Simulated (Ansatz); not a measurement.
## Si chain started as a dimerised line: period, moment and channels by functional

Wanted: the relaxed geometry and the open channels of the Si chain started as a dimerised line, by several methods.

Method: DFT PBE, plane waves, PAW; relaxation of a chain's period, in the first sound run; inputs show where later runs differ, in Ansatz 0.2.0.

### 1. Set-up

The cell holds 2 atoms: 2 Si. Cell: a = 7.500 Å, b = 7.500 Å, c = 4.218 Å, α = 90.0°, β = 90.0°, γ = 90.0°. Vacuum lies along a and b. The structure's axis is c.

### 2. Relaxation of atoms and period, level PBE, cutoff 420 eV

Band widths follow the bond lengths, so the chain is relaxed first. The atoms and the third cell vector are free; the box across stays fixed as vacuum. Moments are seeded so that a magnetic state can form if it lies lower. A Fermi-Dirac smearing is set since the result may be a metal. The pressure printed is a third of the stress's trace over the whole box, vacuum included; only the stress along the axis is relaxed.

input.yaml

```yaml
crystal:
  lattice:
    - [7.5, 0.0, 0.0]
    - [0.0, 7.5, 0.0]
    - [0.0, 0.0, 4.218]
  atoms:
    - { symbol: Si, position: [0.5, 0.5, 0.0], spin: 0.3 }
    - { symbol: Si, position: [0.5, 0.5, 0.45], spin: 0.3 }
magnetization:
  spin_polarized: true
kpoints:
  mp_grid: { grid: [1, 1, 19] }
scf:
  occupations: { method: fermi_dirac, width: 0.05 }
hamiltonian:
  xc: pbe
relax:
  cell: { fix: [a, b, alpha, beta, gamma] }
  max_steps: 60
```

On the command line:

```bash
> ansatz run input.yaml --threads 4 --pin off --max-ram 8192MiB --backend cpu --events-out ev --progress --plain --runs-dir out
```

Numbers of over 12 decimals in the logs are rounded to 6 here.

What it wrote:

```text
Engine: ansatz 0.2.0, aarch64-unknown-linux-gnu
Pseudopotentials: kind: paw
Pseudopotential: Si, paw, valence charge 4, recommended cutoff 420 eV (normal), Si.paw.azcp
Functional definition: PBE
  parameter kappa = 0.804
  parameter beta = 0.066725
  exchange = pbe_x(kappa = kappa, mu = beta*pi^2/3)
  correlation = pbe_c(beta = beta)
Crystal: 2 atoms, lattice volume = 237.262 Å³
Basis set: ecut = 420 eV, 4623 PW (Γ), exchange–correlation on 108×108×60 points (8 copies of the dense FFT grid, shifted against one another)
Bands: 9, of which v1, the nominal top of the filled ones, is band 4 counted from 1 (3 counted from 0)
Symmetry: 16 space group operations
Space group: P4/mmm (ITA 123), of the structure as read, at distance tolerance 6.2e-5 Å
Magnetic group: BNS 123.339 (UNI 999), of the structure as read, at distance tolerance 6.2e-5 Å
k-points: 10 of 19
Non-local potential: Si, projectors of the file, l = 0: 2, l = 1: 2, l = 2: 2
PAW form: soft (Blöchl's): semilocal exchange-correlation on the pseudo side does not see the compensation charge
PAW one-centre angular grid: Si, 110 points (default); XC on 64 Gauss nodes
Initial density: superposition of atomic densities (neutral atoms: chi_scale 0, normalization atom)
Starting moments: Σ|m| = 0.6 μB on 2 of 2 sites
Initial wavefunctions: pseudopotential atomic-orbital guess
Functional: x = pbe(κ = 0.804, μ = 0.219515), c = pbe(β = 0.066725)
SCF iter   1: F=—  HF=-1267.662155 eV  |F-HF|=—  |Δ(HF+E_count)|=         —  Δρ=1.33e-2 (↑1.18e-2 ↓1.33e-2)  dr2=2.37e0  dr2_m=1.16e-2  M=0.180 μB ∫|m|=0.183 μB  β_m=0.30  ethr=3.10e-3  ⟨swp⟩=7.8  Hψ=1826  notcnv=0
preconditioner: auto → LDOS  [metal: Δε(μ)=0.045 eV  Ē_g=6.530 eV  σ=0.050 eV  W_gap=0.22  n_scr=10 (ndim 8)  ℏωp=5.9 eV  f_vac=0.508  D(μ)=1.82/eV (n_scr^D=4)]
spin=Collinear: LDOS preconditioning applied to the charge; magnetization (m = ρ↑ − ρ↓) channel mixes plain (no charge-response kernel on spin).
SCF iter   2: F=—  HF=-1267.105537 eV  |F-HF|=—  |Δ(HF+E_count)|=   5.57e-1  Δρ=7.24e-3 (↑5.98e-3 ↓7.24e-3)  dr2=6.51e-1  dr2_m=3.32e-3  M=0.272 μB ∫|m|=0.274 μB  β_m=0.30  ethr=3.10e-3  ⟨swp⟩=3.5  Hψ=548  notcnv=0  defer=12
SCF iter   3: F=—  HF=-1266.895725 eV  |F-HF|=—  |Δ(HF+E_count)|=   2.10e-1  Δρ=2.56e-3 (↑1.48e-3 ↓2.56e-3)  dr2=6.97e-2  dr2_m=1.93e-3  M=0.267 μB ∫|m|=0.269 μB  β_m=0.30  ethr=3.10e-3  ⟨swp⟩=2.8  Hψ=335  notcnv=0  defer=12
SCF iter   4: F=—  HF=-1266.884891 eV  |F-HF|=—  |Δ(HF+E_count)|=   1.08e-2  Δρ=1.08e-3 (↑1.08e-3 ↓1.06e-3)  dr2=8.35e-3  dr2_m=1.11e-3  M=0.252 μB ∫|m|=0.256 μB  β_m=0.30  ethr=8.72e-4  ⟨swp⟩=2.8  Hψ=384  notcnv=0  defer=10
SCF iter   5: F=—  HF=-1266.887321 eV  |F-HF|=—  |Δ(HF+E_count)|=   2.43e-3  Δρ=8.57e-4 (↑8.57e-4 ↓7.54e-4)  dr2=3.04e-3  dr2_m=6.35e-4  M=0.246 μB ∫|m|=0.251 μB  β_m=0.30  ethr=1.04e-4  ⟨swp⟩=2.5  Hψ=328  notcnv=0  defer=9
SCF iter   6: F=—  HF=-1266.890844 eV  |F-HF|=—  |Δ(HF+E_count)|=   3.52e-3  Δρ=4.51e-4 (↑4.09e-4 ↓4.51e-4)  dr2=9.24e-5  dr2_m=3.85e-4  M=0.237 μB ∫|m|=0.243 μB  β_m=0.30  ethr=3.80e-5  ⟨swp⟩=2.5  Hψ=317  notcnv=0  defer=9
SCF iter   7: F=—  HF=-1266.891185 eV  |F-HF|=—  |Δ(HF+E_count)|=   3.41e-4  Δρ=3.47e-4 (↑3.22e-4 ↓3.47e-4)  dr2=3.59e-5  dr2_m=2.36e-4  M=0.231 μB ∫|m|=0.238 μB  β_m=0.30  ethr=1.15e-6  ⟨swp⟩=2.2  Hψ=256  notcnv=0  defer=9
Mixer restart at iter 7: flushing history
spin-set hold released at iteration 7 (site moments contracting): the magnetisation degrees of freedom join the quasi-Newton model from the next iteration; the mixer history was flushed
SCF iter   8: F=—  HF=-1266.891405 eV  |F-HF|=—  |Δ(HF+E_count)|=   2.20e-4  Δρ=2.72e-4 (↑2.53e-4 ↓2.72e-4)  dr2=1.80e-5  dr2_m=1.47e-4  M=0.226 μB ∫|m|=0.234 μB  β_m=0.62  ethr=4.49e-7  ⟨swp⟩=2.0  Hψ=252  notcnv=0  defer=9
SCF iter   9: F=—  HF=-1266.891785 eV  |F-HF|=—  |Δ(HF+E_count)|=   3.81e-4  Δρ=6.78e-5 (↑6.78e-5 ↓6.54e-5)  dr2=6.11e-7  dr2_m=9.47e-6  M=0.204 μB ∫|m|=0.215 μB  β_m=0.82  ethr=2.25e-7  ⟨swp⟩=2.0  Hψ=257  notcnv=0  defer=9
SCF iter  10: F=—  HF=-1266.891859 eV  |F-HF|=—  |Δ(HF+E_count)|=   7.35e-5  Δρ=3.80e-5 (↑3.80e-5 ↓3.34e-5)  dr2=2.73e-7  dr2_m=2.75e-6  M=0.190 μB ∫|m|=0.200 μB  β_m=0.91  ethr=1.25e-9  ⟨swp⟩=6.0  Hψ=671  notcnv=0
SCF iter  11: F=—  HF=-1266.891886 eV  |F-HF|=—  |Δ(HF+E_count)|=   2.73e-5  Δρ=1.94e-5 (↑1.58e-5 ↓1.94e-5)  dr2=1.03e-6  dr2_m=5.89e-7  M=0.176 μB ∫|m|=0.185 μB  β_m=0.94  ethr=3.41e-9  ⟨swp⟩=3.3  Hψ=362  notcnv=0  defer=9
SCF iter  12: F=—  HF=-1266.891891 eV  |F-HF|=—  |Δ(HF+E_count)|=   5.45e-6  Δρ=1.43e-5 (↑1.43e-5 ↓6.72e-6)  dr2=6.56e-7  dr2_m=2.01e-7  M=0.169 μB ∫|m|=0.179 μB  β_m=0.89  ethr=3.41e-9  ⟨swp⟩=3.0  Hψ=338  notcnv=0  defer=9
SCF iter  13: F=—  HF=-1266.891893 eV  |F-HF|=—  |Δ(HF+E_count)|=   1.89e-6  Δρ=4.85e-6 (↑4.85e-6 ↓4.77e-6)  dr2=5.14e-9  dr2_m=4.92e-8  M=0.165 μB ∫|m|=0.174 μB  β_m=0.95  ethr=1.25e-9  ⟨swp⟩=2.4  Hψ=694  notcnv=0
SCF iter  14: F=—  HF=-1266.891894 eV  |F-HF|=—  |Δ(HF+E_count)|=   3.93e-7  Δρ=1.03e-6 (↑1.03e-6 ↓9.86e-7)  dr2=2.64e-10  dr2_m=2.13e-9  M=0.163 μB ∫|m|=0.171 μB  β_m=0.97  ethr=6.43e-11  ⟨swp⟩=5.0  Hψ=569  notcnv=0
SCF iter  15: F=—  HF=-1266.891894 eV  |F-HF|=—  |Δ(HF+E_count)|=   1.31e-8  Δρ=1.73e-7 (↑1.73e-7 ↓1.45e-7)  dr2=1.48e-10  dr2_m=4.29e-11  M=0.163 μB ∫|m|=0.171 μB  β_m=0.97  ethr=3.31e-12  ⟨swp⟩=4.0  Hψ=477  notcnv=0
SCF iter  16: F=-1266.891894 eV  HF=-1266.891894 eV  |F-HF|=1.02e-11  |Δ(HF+E_count)|=  1.53e-10  Δρ=4.94e-8 (↑3.71e-8 ↓4.94e-8)  dr2=3.06e-12  dr2_m=3.83e-12  M=0.163 μB ∫|m|=0.171 μB  ethr=1.85e-12  ⟨swp⟩=2.9  Hψ=383  notcnv=0
SCF 1 converged in 16 iterations: F = -1266.891894 eV  dr2 = 3.06e-12
  greatest PAW one-centre occupation: 0.667 electrons in one spin orbital (limit 2), on the Si atom at site 1 (counted from 0), in its partial waves of l = 0
relax step   1: F+E_penalty+E_count = -1266.89189376 eV  Δ(F+E_penalty+E_count) = +0.000e0 eV  max|allowed force component| = 5.996e0 eV/Å  Δτ_max = 0.0000 Å  P = +1.650 GPa  Ω = 237.262 Å³  fix = [a, b, alpha, beta, gamma]  reactions: a +0.152, b +0.152 GPa  (16 SCF iters, dr2 threshold 1.00e-7 eV, accepted)
Crystal: 2 atoms, lattice volume = 240.706 Å³
Basis set: ecut = 420 eV, 4679 PW (Γ), exchange–correlation on 108×108×60 points (8 copies of the dense FFT grid, shifted against one another)
Initial density: handed on by an earlier stage of this run
Starting moments: Σ|m| = 0.6 μB on 2 of 2 sites; this step starts from the density that it was given
Initial wavefunctions: those handed on with the density
[...]
iter 7 did not close the SCF: its close was put off for a magnetic moment that had not settled (scf_convergence_deferred on its scf_iter line)
SCF iter   7: F=-1267.551638 eV  HF=-1267.551638 eV  |F-HF|=5.90e-9  |Δ(HF+E_count)|=   1.50e-7  Δρ=1.02e-6 (↑1.02e-6 ↓1.02e-6)  dr2=2.01e-9  dr2_m=2.13e-9  M=-0.000 μB ∫|m|=0.000 μB  β_m=0.93  ethr=4.86e-11  ⟨swp⟩=1.5  Hψ=617  notcnv=0
iter 8 did not close the SCF: its close was put off for a magnetic moment that had not settled (scf_convergence_deferred on its scf_iter line)
SCF iter   8: F=-1267.551638 eV  HF=-1267.551638 eV  |F-HF|=2.11e-10  |Δ(HF+E_count)|=   1.20e-8  Δρ=2.10e-7 (↑1.66e-7 ↓2.10e-7)  dr2=2.84e-11  dr2_m=7.48e-11  M=-0.000 μB ∫|m|=0.000 μB  β_m=0.96  ethr=2.51e-11  ⟨swp⟩=1.1  Hψ=583  notcnv=0
SCF iter   9: F=-1267.551638 eV  HF=-1267.551638 eV  |F-HF|=4.77e-12  |Δ(HF+E_count)|=  3.70e-10  Δρ=4.05e-8 (↑4.05e-8 ↓3.36e-8)  dr2=2.41e-12  dr2_m=2.64e-12  M=-0.000 μB ∫|m|=0.000 μB  ethr=1.00e-12  ⟨swp⟩=1.0  Hψ=608  notcnv=0
the starting moments were not kept: the SCF closed with an absolute magnetisation of 5.1e-6 μB, where they sum to 0.6 μB in size (2 sites). That is at most 0.1 of that sum. Measured as dr2_m measures the in/out step, that magnetisation stands 1.9e-12 eV from none, at or under the dr2_threshold of 2.0e-7 eV: it is no larger than a step whose dr2_m would equal this threshold.
SCF 3 converged in 9 iterations: F = -1267.551638 eV  dr2 = 2.41e-12
  greatest PAW one-centre occupation: 0.684 electrons in one spin orbital (limit 2), on the Si atom at site 1 (counted from 0), in its partial waves of l = 0
relax step   3: F+E_penalty+E_count = -1267.55163848 eV  Δ(F+E_penalty+E_count) = -1.085e-1 eV  max|allowed force component| = 2.708e-2 eV/Å  Δτ_max = 0.0410 Å  P = +0.382 GPa  Ω = 246.236 Å³  energy of the carried Pulay correction = -2.089e-4 eV  fix = [a, b, alpha, beta, gamma]  reactions: a +0.154, b +0.154 GPa  (9 SCF iters, dr2 threshold 2.00e-7 eV, accepted)
[...]
relax step   4: F+E_penalty+E_count = -1267.53920273 eV  Δ(F+E_penalty+E_count) = +1.244e-2 eV  max|allowed force component| = 2.422e-3 eV/Å  Δτ_max = 0.0007 Å  P = -0.304 GPa  Ω = 253.097 Å³  energy of the carried Pulay correction = -3.634e-4 eV  fix = [a, b, alpha, beta, gamma]  (9 SCF iters, dr2 threshold 2.00e-7 eV, rejected (line search))
[...]
relax step   5: F+E_penalty+E_count = -1267.55847604 eV  Δ(F+E_penalty+E_count) = -6.838e-3 eV  max|allowed force component| = 3.459e-3 eV/Å  Δτ_max = 0.0007 Å  P = +0.068 GPa  Ω = 249.030 Å³  energy of the carried Pulay correction = -2.723e-4 eV  fix = [a, b, alpha, beta, gamma]  reactions: a +0.154, b +0.154 GPa  (9 SCF iters, accepted)
[...]
relax step   6: F+E_penalty+E_count = -1267.55857432 eV  Δ(F+E_penalty+E_count) = -9.828e-5 eV  max|allowed force component| = 5.929e-4 eV/Å  Δτ_max = 0.0001 Å  P = +0.110 GPa  Ω = 248.690 Å³  energy of the carried Pulay correction = -2.647e-4 eV  fix = [a, b, alpha, beta, gamma]  reactions: a +0.154, b +0.154 GPa  (7 SCF iters, dr2 threshold 2.75e-8 eV, accepted)
Initial wavefunctions: pseudopotential atomic-orbital guess (no wavefunctions were taken with the density)
iter 1 solved again at ethr=5.03e-7 eV; its pass at ethr=3.10e-3 eV (dr2=4.02e-5 eV) is discarded
SCF iter   1: F=—  HF=-1267.559153 eV  |F-HF|=—  |Δ(HF+E_count)|=         —  Δρ=1.44e-5 (↑1.44e-5 ↓1.44e-5)  dr2=1.70e-7  dr2_m=4.10e-12  M=0.000 μB ∫|m|=0.000 μB  β_m=0.30  ethr=5.03e-7  ⟨swp⟩=3.8  Hψ=2166  notcnv=0
preconditioner: auto → none  [insulator: Δε(μ)=0.330 eV  Ē_g=7.366 eV  σ=0.050 eV  W_gap=0.74  n_scr=10 (ndim 8)  ℏωp=6.7 eV  f_vac=0.560  D(μ)=1.64/eV (n_scr^D=4)  ε∞_Penn≈1.8]
SCF iter   2: F=—  HF=-1267.559125 eV  |F-HF|=—  |Δ(HF+E_count)|=   2.86e-5  Δρ=1.01e-5 (↑1.01e-5 ↓1.01e-5)  dr2=8.37e-8  dr2_m=2.77e-12  M=0.000 μB ∫|m|=0.000 μB  β_m=0.65  ethr=2.13e-9  ⟨swp⟩=2.5  Hψ=262  notcnv=0
SCF iter   3: F=—  HF=-1267.559126 eV  |F-HF|=—  |Δ(HF+E_count)|=   1.31e-6  Δρ=3.50e-7 (↑3.42e-7 ↓3.50e-7)  dr2=1.48e-9  dr2_m=4.18e-13  M=0.000 μB ∫|m|=0.000 μB  β_m=0.54  ethr=1.05e-9  ⟨swp⟩=2.0  Hψ=262  notcnv=0
SCF iter   4: F=—  HF=-1267.559127 eV  |F-HF|=—  |Δ(HF+E_count)|=   1.09e-6  Δρ=1.94e-7 (↑1.86e-7 ↓1.94e-7)  dr2=2.47e-10  dr2_m=3.24e-13  M=0.000 μB ∫|m|=0.000 μB  β_m=0.77  ethr=1.85e-11  ⟨swp⟩=2.0  Hψ=268  notcnv=0
SCF iter   5: F=-1267.559127 eV  HF=-1267.559127 eV  |F-HF|=1.39e-11  |Δ(HF+E_count)|=  4.50e-11  Δρ=3.11e-8 (↑3.11e-8 ↓3.04e-8)  dr2=1.82e-11  dr2_m=8.91e-14  M=0.000 μB ∫|m|=0.000 μB  ethr=1.00e-12  ⟨swp⟩=4.6  Hψ=792  notcnv=0
the starting moments were not kept: the SCF closed with an absolute magnetisation of 1.1e-6 μB, where they sum to 0.6 μB in size (2 sites). That is at most 0.1 of that sum. Measured as dr2_m measures the in/out step, that magnetisation stands 7.5e-14 eV from none, at or under the dr2_threshold of 2.0e-11 eV: it is no larger than a step whose dr2_m would equal this threshold.
SCF 7 converged in 5 iterations: F = -1267.559127 eV  dr2 = 1.82e-11
relax step   7: F+E_penalty+E_count = -1267.55912692 eV  Δ(F+E_penalty+E_count) = -5.526e-4 eV  max|allowed force component| = 5.992e-4 eV/Å  Δτ_max = 0.0000 Å  P = +0.113 GPa  Ω = 248.690 Å³  fix = [a, b, alpha, beta, gamma]  reactions: a +0.156, b +0.156 GPa  stress off target by 2.84e-2 GPa on what of the cell is left free  SCF on the basis re-selected at this cell (its energy is not comparable with the rows above)  (5 SCF iters)
basis re-selected at this cell: Δ(F+E_penalty+E_count) = -5.526e-4 eV, ΔP = +0.004 GPa vs the last step (what re-selecting the basis moved, of the pressure what is left beyond the Pulay correction that the steps carried, after the strain that the cell walked since its last selection, with what the two solves' SCF thresholds leave and, on support functions, any second-order correction that the steps lacked; it is no m [...]
SCF converged after 5 iterations
Magnetization: 0.0000 μB (4.0000 up, 4.0000 down)
Absolute magnetization: 0.0000 μB (∫|ρ↑−ρ↓|, with the PAW one-centre terms)
Spin contamination: 0.0000 ħ² per cell (⟨S²⟩ above its minimum at these occupations)
Per-site moments (μB) at R_I (Å): [(1.2263206569154028e-7, 0.911848), (1.226320656882667e-7, 0.911848)]
Free energy (F): -1267.559127 eV
Harris-Foulkes:  -1267.559127 eV  (|F-HF|=1.39e-11)
Internal energy: -1267.546252 eV  (E = F + TS)
E sigma→0 (E₀):  -1267.552690 eV
Entropy (-TS):   -0.012875 eV (-6.437 meV/atom)
Fermi energy:    -3.312324 eV
--- Per-component energies (eV) ---
  E_band       = -58.152945
  E_kinetic    = 74.189572
  E_local      = -348.592447  (includes V_loc(G=0)·N_el)
  E_nonlocal   = 52.895795
  E_hartree    = 127.442383
  E_xc         = -106.109495
  E_vxc        = -87.444727  (∫ρ·V_xc dr)
  E_paw        = -1024.678637  (= ΣΔE_a)
  E_vpaw       = -4.085863  (= ΣTr[D̂ρ^β])
  E_aug_tail   = 0.000015  (compensation charges beyond the density's cutoff)
  E_ewald      = -42.693438
  E_smearing   = -0.012875  (= −TS)
  E_closure    = -0.000000  (closes the sum)
  Σ components = -1267.559127   (vs F -1267.559127, Δ=0.00e0)
--- Forces (eV/Å), atoms counted from 1 ---
  atom   1  Si     0.00000000     0.00000000     0.00059915
  atom   2  Si    -0.00000000     0.00000000    -0.00059915
  max |Σ_I F_I| component: 0.00e0 eV/Å
--- Stress (GPa, compression-positive) ---
        0.155623       0.000000       0.000000
        0.000000       0.155623       0.000000
        0.000000       0.000000       0.028352
  P = ⅓ Tr σ = 0.1132 GPa (1.132 kbar)
--- Relaxed structure (6 steps of the walk, 5 accepted, 1 SCFs on fresh bases) ---
  F+E_penalty+E_count = -1267.55912692 eV   max|allowed force component| = 5.992e-4 eV/Å   (the final SCF, on the basis selected at the relaxed cell)
  cell:  # Å, volume = 248.6904 Å³
    - [7.5, 0.0, 0.0]
    - [0.0, 7.5, 0.0]
    - [0.0, 0.0, 4.421163]
  atoms:
    - { symbol: Si, position: [0.5, 0.5, -0.025005] }
    - { symbol: Si, position: [0.5, 0.5, 0.475005] }
```

It took 9.4 s on 4 threads of Arm Neoverse V1, shared host; peak memory 0.45 GiB; 31 s of CPU time.

Relaxation path:

```csv
step,energy less that of the first step (eV),largest force component (eV/Å),pressure (GPa),volume (Å³)
1,0.0000,5.9956,1.65,237.26
2,-0.5512,1.6888,0.68,240.71
3,-0.6597,0.0271,0.38,246.24
4,-0.6473,0.0024,-0.30,253.10
5,-0.6666,0.0035,0.07,249.03
6,-0.6667,0.0006,0.11,248.69
7*,-0.6672,0.0006,0.11,248.69
```

Relaxation steps marked * repeat the geometry before them on a plane-wave basis chosen anew for their cell, so energy and pressure can jump there. Relaxation step 4 was tried and not accepted.

The run keeps the 16 symmetry operations that it works with, so distortions that break them were not tested.

```
cell as run  before  after  change
      c (Å)   4.218  4.421  +4.8 %
```

The atoms that moved most (Å, along periodic axes as changes of fractional coordinates times the final cell, across vacuum about the mean position):

```csv
atom,dx,dy,dz,length
Si1,0.000,0.000,-0.111,0.111
Si2,0.000,0.000,0.111,0.111
```

The relaxed structure:

```cif
data_structure
_symmetry_space_group_name_H-M 'P 1'
_symmetry_Int_Tables_number 1
_cell_length_a 7.5000
_cell_length_b 7.5000
_cell_length_c 4.4212
_cell_angle_alpha 90.000
_cell_angle_beta 90.000
_cell_angle_gamma 90.000
_cell_volume 248.69
loop_
_atom_site_label
_atom_site_type_symbol
_atom_site_fract_x
_atom_site_fract_y
_atom_site_fract_z
_atom_site_occupancy
Si1 Si 0.50000 0.50000 0.97500 1
Si2 Si 0.50000 0.50000 0.47500 1
```

This step gave:

```yaml
energy_at_zero_smearing: -1267.5527 eV
cell_length_along_the_wire: 4.421 Å
```

The cell's length comes to 4.421 Å with no moment. The two atoms stand evenly on a line, so the true period is half of it.

(Continued in part 2 of 3.)

[Logs are printed without paths, hosts, clocks, repeated set-up lines and the standing remarks that a program may print on its own settings, such as how far it seeks lower states.]

[Hosts, paths, dates, database ids (printed as entryN), source tags and the programs' standing remarks are cut or masked in the printed files.]
